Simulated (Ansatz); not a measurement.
## Sc (fcc): energy against volume

These are results of DFT, RPBE, plane waves (420 eV) with PAW, scalar-relativistic in Ansatz 0.2.0, not measurements. (PAW data from PBE, frozen cores regenerated.)

The cell is scaled uniformly from the relaxed one, with fractional coordinates and shape fixed. Energies are extrapolated to zero smearing, pressures are those at the given smearing. Magnetic state: spin not included.

A Birch-Murnaghan fit gives V₀ = 25.69 Å³/atom, B₀ = 48 GPa, B₀′ = 3.1.

Task: What are the energy above the minimum and the pressure at 22.707 Å³/atom?

Result: 61.2 meV/atom and 7.44 GPa as computed.

Task: What are the energy above the minimum and the pressure at 23.739 Å³/atom?

Result: 24.7 meV/atom and 4.54 GPa as computed.

Task: What are the energy above the minimum and the pressure at 28.900 Å³/atom?

Result: 51.2 meV/atom and -4.54 GPa as computed.
